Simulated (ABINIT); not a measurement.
Mg:

```
CELL_PARAMETERS angstrom
3.20930 0.00000 0.00000
-1.60465 2.77934 0.00000
0.00000 0.00000 5.21030
ATOMIC_POSITIONS crystal
Mg 0.66667 0.33333 0.75000
Mg 0.33333 0.66667 0.25000
```

- Program: ABINIT 10.8.3 (patched build)
- Task: relaxation of cell and atoms
- Functional: PBEsol
- Potentials or basis: PseudoDojo NC SR PBEsol v0.4.1 standard
- Cutoff: 1143 eV
- k mesh: 8 × 8 × 4
- Occupations: fermi-dirac, width 0.05 eV
- Spin: no spin polarisation

At the start: pressure -1.1 GPa; volume 23.24 Å³/atom.

Where does the relaxation end?

Over 7 steps the energy falls by 3.1 meV/atom and the volume is 22.53 Å³/atom (-3.0 %); space group P6_3/mmc (No. 194, to 0.05 Å).

Step by step:
```csv
step,energy change (eV),largest force (eV/Å),pressure (GPa),volume (Å³)
1,0.0000,0.0000,-1.11,46.47
2,-0.0012,0.0000,-1.00,46.32
3,-0.0061,0.0000,0.08,44.97
4,-0.0062,0.0000,0.02,45.03
5,-0.0062,0.0000,0.01,45.04
6,-0.0062,0.0000,-0.01,45.07
7,-0.0062,0.0000,0.00,45.06
```

Final structure:
```
CELL_PARAMETERS angstrom
3.16464 0.00000 0.00000
-1.58232 2.74066 0.00000
0.00000 0.00000 5.19539
ATOMIC_POSITIONS crystal
Mg 0.66667 0.33333 0.75000
Mg 0.33333 0.66667 0.25000
```
